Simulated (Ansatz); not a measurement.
# Indium, dhcp under BLYP: ground state and equation of state, part 2 of 2

What does BLYP give for indium in the dhcp structure? We relax it, solve it on a dense k-mesh, then scale the cell to 7 volumes from 88 to 112 % of the relaxed one and try a fit of the equation of state. Spin polarisation is left out. The k-meshes are 11×11×3 for the relaxation; 14×14×4 for the dense run; 12×12×3 for the volumes.

Ansatz 0.2.0; DFT, BLYP, plane waves (420 eV) with PAW, scalar-relativistic.

### 7 At 100 % of the relaxed volume

The input, input.yaml:

```yaml
crystal:
  lattice:
    - [3.5394053551, 0.0, 0.0]
    - [-1.7697026775, 3.0652149518, 0.0]
    - [0.0, 0.0, 11.4898213221]
  atoms:
    - { symbol: In, position: [0.0, 0.0, 1.0] }
    - { symbol: In, position: [0.0, 1.0, 0.5] }
    - { symbol: In, position: [0.3333333333, 0.6666666667, 0.25] }
    - { symbol: In, position: [0.6666666667, 0.3333333333, 0.75] }
hamiltonian:
  xc: blyp
  pseudopotentials:
    kind: paw
    azcp:
      In: "pseudopotentials/In.paw.azcp"
basis:
  ecutwfc: 420
  fft_grid_basis: typed
kpoints:
  mp_grid: { grid: [12, 12, 3], shift: [0, 0, 0] }
magnetization:
  spin_polarized: false
scf:
  occupations: { method: fermi_dirac, width: 0.1 }
  lower_state_search: "off"
output:
  stress: true
```

Log, cut to the lines that bear on the results:

```text
Warning: RAYON_NUM_THREADS=2 ignored (pool sized by the plan → 2); use --threads N
[...]
Pseudopotentials: kind: paw
Pseudopotential: In, paw, valence charge 13, recommended cutoff 420 eV (normal), <dir>
Functional definition: BLYP
[...]
Crystal: 4 atoms, lattice volume = 124.654 Å³
Basis set: ecut = 420 eV, 2421 PW (Γ), exchange–correlation on 48×48×160 points (8 copies of the dense FFT grid, shifted against one another)
Bands: 30, of which v1, the nominal top of the filled ones, is band 26 counted from 1 (25 counted from 0)
Symmetry: 24 space group operations
Space group: P63/mmc (ITA 194), of the structure as read, at distance tolerance 5.0e-5 Å
k-points: 38 of 432
[...]
SCF iter   1: F=—  HF=-22455.267779 eV  |F-HF|=—  |Δ(HF+E_count)|=         —  Δρ=5.45e-3  dr2=2.77e-2  ethr=1.77e-3  ⟨swp⟩=6.7  Hψ=10063  notcnv=0  defer=2
[...]
SCF iter   8: F=-22455.267156 eV  HF=-22455.267156 eV  |F-HF|=1.02e-8  |Δ(HF+E_count)|=   5.36e-8  Δρ=5.75e-6  dr2=2.59e-8  ethr=1.92e-10  ⟨swp⟩=4.0  Hψ=3658  notcnv=0
[...]
SCF converged after 8 iterations
Free energy (F): -22455.267156 eV
[...]
E sigma→0 (E₀):  -22455.227095 eV
Entropy (-TS):   -0.080122 eV (-20.030 meV/atom)
Fermi energy:    8.404007 eV
[...]
--- Stress (GPa, compression-positive) ---
        0.007703       0.000000      -0.000000
        0.000000       0.007703       0.000000
       -0.000000       0.000000       0.046599
  P = ⅓ Tr σ = 0.0207 GPa (0.207 kbar)
```

It took 10 s on 2 threads of an x86-64 CPU, shared host; peak memory 0.49 GiB.

### 8 At 104 % of the relaxed volume

input.yaml, as its differences from that of step 7:

```diff
@@ -2,5 +2,5 @@
   lattice:
-    - [3.5394053551, 0.0, 0.0]
-    - [-1.7697026775, 3.0652149518, 0.0]
-    - [0.0, 0.0, 11.4898213221]
+    - [3.5859818195, 0.0, 0.0]
+    - [-1.7929909097, 3.1055513532, 0.0]
+    - [0.0, 0.0, 11.6410205207]
   atoms:
@@ -28 +28,5 @@
   stress: true
+  write_density: true
+  write_potential: true
+  elf: true
+  volumetric_format: npy
```

Log, cut to the lines that bear on the results:

```text
Warning: RAYON_NUM_THREADS=2 ignored (pool sized by the plan → 2); use --threads N
[...]
Pseudopotentials: kind: paw
Pseudopotential: In, paw, valence charge 13, recommended cutoff 420 eV (normal), <dir>
Functional definition: BLYP
[...]
Crystal: 4 atoms, lattice volume = 129.640 Å³
Basis set: ecut = 420 eV, 2481 PW (Γ), exchange–correlation on 48×48×160 points (8 copies of the dense FFT grid, shifted against one another)
Bands: 32, of which v1, the nominal top of the filled ones, is band 26 counted from 1 (25 counted from 0)
Symmetry: 24 space group operations
Space group: P63/mmc (ITA 194), of the structure as read, at distance tolerance 5.1e-5 Å
k-points: 38 of 432
[...]
SCF iter   1: F=—  HF=-22455.255648 eV  |F-HF|=—  |Δ(HF+E_count)|=         —  Δρ=5.45e-3  dr2=3.00e-2  ethr=1.77e-3  ⟨swp⟩=6.2  Hψ=5002  notcnv=0
[...]
SCF iter   7: F=-22455.255024 eV  HF=-22455.255024 eV  |F-HF|=4.57e-8  |Δ(HF+E_count)|=   1.58e-6  Δρ=9.37e-6  dr2=9.60e-8  ethr=1.92e-10  ⟨swp⟩=8.3  Hψ=8518  notcnv=0
the search or the solves at the SCF's close seem to have found levels that the self-consistency loop had missed (the run counts 1). By its estimate they hold under 1e-12 electrons; where the run keeps them, the occupations were computed again with them
[...]
SCF converged after 7 iterations
Free energy (F): -22455.255024 eV
[...]
E sigma→0 (E₀):  -22455.212906 eV
Entropy (-TS):   -0.084236 eV (-21.059 meV/atom)
Fermi energy:    7.953305 eV
[...]
--- Stress (GPa, compression-positive) ---
       -0.759565      -0.000000       0.000000
       -0.000000      -0.759565       0.000000
        0.000000       0.000000      -0.785119
  P = ⅓ Tr σ = -0.7681 GPa (-7.681 kbar)
--- Band table (eV; the first three rows and the last of 38) ---
[...]
```

It took 12 s on 2 threads of an x86-64 CPU, shared host; peak memory 0.49 GiB.

Density in a lattice plane of the grid's cell (edges 3.59 and 11.64 Å, at 0.000 of the third edge), which holds In.

Ten even steps from '0' (0.06 e/Å³) to '9' (12.89 e/Å³):
```
21000001
00000000
00000000
00000000
00000000
00000000
00000000
00000000
21000001
94000004
21000001
00000000
00000000
00000000
00000000
00000000
00000000
00000000
21000001
94000004
```
Columns run along the first of these edges and rows up along the second, over one cell in 8 and 20 even steps from the bottom left corner. Atoms in the plane (fractional): In at (0.00, 0.00), In at (0.00, 0.50).

ELF in the same plane.

Ten even steps from ' ' (0.00) to '@' (0.29):
```
==%%@@@@**@@@@%%
@@@@@@**++**@@@@
##****%%@@%%****
++**@@@@@@@@@@**
++##@@@@@@@@@@##
++**@@@@@@@@@@**
##****%%@@%%****
@@@@@@**++**@@@@
==%%@@@@**@@@@%%
  ..@@@@##@@@@..
==%%@@@@**@@@@%%
@@@@@@**++**@@@@
##****%%@@%%****
++**@@@@@@@@@@**
++##@@@@@@@@@@##
++**@@@@@@@@@@**
##****%%@@%%****
@@@@@@**++**@@@@
==%%@@@@**@@@@%%
  ..@@@@##@@@@..
```
Columns run along the first of these edges and rows up along the second, over one cell in 8 and 20 even steps from the bottom left corner. Atoms in the plane (fractional): In at (0.00, 0.00), In at (0.00, 0.50).

Both are smooth fields of the valence electrons: close to the nuclei they are not physical.

### 9 At 108 % of the relaxed volume

input.yaml, as its differences from that of step 8:

```diff
@@ -2,5 +2,5 @@
   lattice:
-    - [3.5859818195, 0.0, 0.0]
-    - [-1.7929909097, 3.1055513532, 0.0]
-    - [0.0, 0.0, 11.6410205207]
+    - [3.6313788137, 0.0, 0.0]
+    - [-1.8156894068, 3.1448663034, 0.0]
+    - [0.0, 0.0, 11.7883908555]
   atoms:
@@ -28,5 +28 @@
   stress: true
-  write_density: true
-  write_potential: true
-  elf: true
-  volumetric_format: npy
```

Log, cut to the lines that bear on the results:

```text
Warning: RAYON_NUM_THREADS=2 ignored (pool sized by the plan → 2); use --threads N
[...]
Pseudopotentials: kind: paw
Pseudopotential: In, paw, valence charge 13, recommended cutoff 420 eV (normal), <dir>
Functional definition: BLYP
[...]
Crystal: 4 atoms, lattice volume = 134.626 Å³
Basis set: ecut = 420 eV, 2619 PW (Γ), exchange–correlation on 50×50×160 points (8 copies of the dense FFT grid, shifted against one another)
Bands: 30, of which v1, the nominal top of the filled ones, is band 26 counted from 1 (25 counted from 0)
Symmetry: 24 space group operations
Space group: P63/mmc (ITA 194), of the structure as read, at distance tolerance 5.1e-5 Å
k-points: 38 of 432
[...]
SCF iter   1: F=—  HF=-22455.222002 eV  |F-HF|=—  |Δ(HF+E_count)|=         —  Δρ=5.47e-3  dr2=3.28e-2  ethr=1.77e-3  ⟨swp⟩=6.8  Hψ=10041  notcnv=0  defer=5
[...]
SCF iter   8: F=-22455.221173 eV  HF=-22455.221173 eV  |F-HF|=8.49e-9  |Δ(HF+E_count)|=   3.24e-8  Δρ=4.90e-6  dr2=2.14e-8  ethr=1.92e-10  ⟨swp⟩=4.0  Hψ=3658  notcnv=0
[...]
SCF converged after 8 iterations
Free energy (F): -22455.221173 eV
[...]
E sigma→0 (E₀):  -22455.177075 eV
Entropy (-TS):   -0.088195 eV (-22.049 meV/atom)
Fermi energy:    7.539141 eV
[...]
--- Stress (GPa, compression-positive) ---
       -1.353656      -0.000000       0.000000
       -0.000000      -1.353656       0.000000
        0.000000       0.000000      -1.439028
  P = ⅓ Tr σ = -1.3821 GPa (-13.821 kbar)
```

Wall time 12 s (2 threads of an x86-64 CPU, shared host); peak memory 0.48 GiB.

### 10 At 112 % of the relaxed volume

input.yaml, as its differences from that of step 9:

```diff
@@ -2,5 +2,5 @@
   lattice:
-    - [3.6313788137, 0.0, 0.0]
-    - [-1.8156894068, 3.1448663034, 0.0]
-    - [0.0, 0.0, 11.7883908555]
+    - [3.6756682861, 0.0, 0.0]
+    - [-1.837834143, 3.1832221117, 0.0]
+    - [0.0, 0.0, 11.9321658893]
   atoms:
@@ -28 +28,5 @@
   stress: true
+  write_density: true
+  write_potential: true
+  elf: true
+  volumetric_format: npy
```

Log, cut to the lines that bear on the results:

```text
Warning: RAYON_NUM_THREADS=2 ignored (pool sized by the plan → 2); use --threads N
[...]
Pseudopotentials: kind: paw
Pseudopotential: In, paw, valence charge 13, recommended cutoff 420 eV (normal), <dir>
Functional definition: BLYP
[...]
Crystal: 4 atoms, lattice volume = 139.612 Å³
Basis set: ecut = 420 eV, 2751 PW (Γ), exchange–correlation on 50×50×160 points (8 copies of the dense FFT grid, shifted against one another)
Bands: 32, of which v1, the nominal top of the filled ones, is band 26 counted from 1 (25 counted from 0)
Symmetry: 24 space group operations
Space group: P63/mmc (ITA 194), of the structure as read, at distance tolerance 5.2e-5 Å
k-points: 38 of 432
[...]
SCF iter   1: F=—  HF=-22455.171831 eV  |F-HF|=—  |Δ(HF+E_count)|=         —  Δρ=5.50e-3  dr2=3.53e-2  ethr=1.77e-3  ⟨swp⟩=6.1  Hψ=4950  notcnv=0
[...]
SCF iter   8: F=-22455.170431 eV  HF=-22455.170431 eV  |F-HF|=2.70e-8  |Δ(HF+E_count)|=   8.12e-9  Δρ=3.53e-6  dr2=1.39e-8  ethr=1.92e-10  ⟨swp⟩=9.1  Hψ=7240  notcnv=0
the search or the solves at the SCF's close seem to have found levels that the self-consistency loop had missed (the run counts 1). By its estimate they hold under 1e-12 electrons; where the run keeps them, the occupations were computed again with them
[...]
SCF converged after 8 iterations
Free energy (F): -22455.170431 eV
[...]
E sigma→0 (E₀):  -22455.124429 eV
Entropy (-TS):   -0.092004 eV (-23.001 meV/atom)
Fermi energy:    7.157329 eV
[...]
--- Stress (GPa, compression-positive) ---
       -1.812634       0.000000      -0.000000
        0.000000      -1.812634       0.000000
       -0.000000       0.000000      -1.951757
  P = ⅓ Tr σ = -1.8590 GPa (-18.590 kbar)
--- Band table (eV; the first three rows and the last of 38) ---
[...]
```

Wall time 13 s (2 threads of an x86-64 CPU, shared host); peak memory 0.5 GiB.

### 11 The equation of state

The cell was scaled evenly, with its shape and the fractional positions fixed.

```csv
V (Å³/atom),E − E₀ (meV/atom),P from the stress (GPa),P from the fit (GPa)
27.424,39.7,4.01,3.94
28.670,15.8,2.33,2.27
29.917,3.4,1.03,0.97
31.163,0.0,0.02,-0.05
32.410,3.6,-0.77,-0.83
33.656,12.5,-1.38,-1.44
34.903,25.7,-1.86,-1.92
```

Fit (Birch-Murnaghan, third order): V₀ = 31.099 Å³/atom, B₀ = 23 GPa, B₀′ = 5.3, largest residual 0.01 meV/atom.

The fit is made to E(σ → 0), while the stress belongs to the free energy F; that is one source of the offset between the two pressures.

### 12 Results

What follows sums up all 2 parts.

| quantity | value |
| --- | --- |
| space group (spins left aside) | P6_3/mmc (No. 194) |
| conventional cell | a = 3.539 Å, c = 11.490 Å (c/a = 3.246) |
| volume | 31.163 Å³/atom |
| shortest distance | 3.525 Å |
| gap on the mesh | none (levels filled in part) |
| relative to body-centred tetragonal | +2 meV/atom |
| V₀, B₀, B₀′ | 31.099 Å³/atom, 23 GPa, 5.3 |

**Reading.** The relaxation enlarged the cell by 19.2 % in volume. It lies 2 meV/atom above the element's reference form at the same level (body-centred tetragonal, from a run of its own), within what mesh and smearing can decide. Levels at the Fermi energy are filled in part, as in a metal. B₀ comes out at 23 GPa; letting shape and positions relax at each volume could only lower it. Relaxation kept the symmetry; phonons were not checked.
